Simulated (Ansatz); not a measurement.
**CaF2, response to strain**

The parent structure is CaF2 in the fluorite structure (space group Fm-3m, No. 225; a = 5.421 Å). Axes: x, y, z lie along the cube axes.

Strains are applied to the cell and any free atomic positions relax; under biaxial strain the out-of-plane vector relaxes too; under stress the whole cell relaxes.

Method: Kohn–Sham DFT with the PBEsol functional, run in Ansatz (a first-principles code) with PAW and 420 eV plane waves, spin-orbit coupling left out.

Notes on the quantities. band gap: an upper bound: an edge found on the path is not a true extremum; the base alone; energy relative to the base: free energy F; pressure: mean of the normal stresses, compression positive.

| variant | volume per atom | band gap | space group | energy relative to the base | pressure |
|---|---|---|---|---|---|
| base | 13.27 Å³ | 7.25 eV | Fm-3m (No. 225) | 0 meV/atom | 0.00 GPa |
| biaxial strain −1.45 %, plane normal [001], relaxed out of plane | 13.00 Å³ | 7.31 eV | I4/mmm (No. 139) | ___ | 1.88 GPa |
| biaxial strain +0.62 %, plane normal [001], relaxed out of plane | ___ | 7.16 eV | I4/mmm (No. 139) | +0.6 meV/atom | -0.76 GPa |
| biaxial strain +2.25 %, plane normal [001], relaxed out of plane | 13.71 Å³ | 6.90 eV | I4/mmm (No. 139) | +7.5 meV/atom | -2.62 GPa |
| biaxial strain +0.49 %, plane normal [110], relaxed out of plane | 13.35 Å³ | 7.21 eV | Immm (No. 71) | +0.3 meV/atom | -0.47 GPa |
| isotropic strain −0.92 % | 12.91 Å³ | 7.41 eV | Fm-3m (No. 225) | +2.8 meV/atom | 2.55 GPa |
| uniaxial strain ε_yy = −1.31 % | 13.10 Å³ | 7.27 eV | I4/mmm (No. 139) | +1.2 meV/atom | 1.17 GPa |
| tensor shear ε_xy = −0.92 % | 13.27 Å³ | 7.25 eV | Immm (No. 71) | +0.4 meV/atom | 0.02 GPa |
| tensor shear ε_xz = −2.23 % | 13.27 Å³ | 7.25 eV | Immm (No. 71) | +2.7 meV/atom | 0.11 GPa |
| uniaxial stress, 1 GPa tension along x | 13.32 Å³ | 7.21 eV | I4/mmm (No. 139) | +0.3 meV/atom | – |

Some entries are withheld; estimate them.


- biaxial strain −1.45 %, plane normal [001], relaxed out of plane, energy relative to the base: +3.3 meV/atom
- biaxial strain +0.62 %, plane normal [001], relaxed out of plane, volume per atom: 13.39 Å³

A biaxial case was relaxed in a doubled cell and then solved in the primitive one. Stability under load was not tested beyond the relaxation.
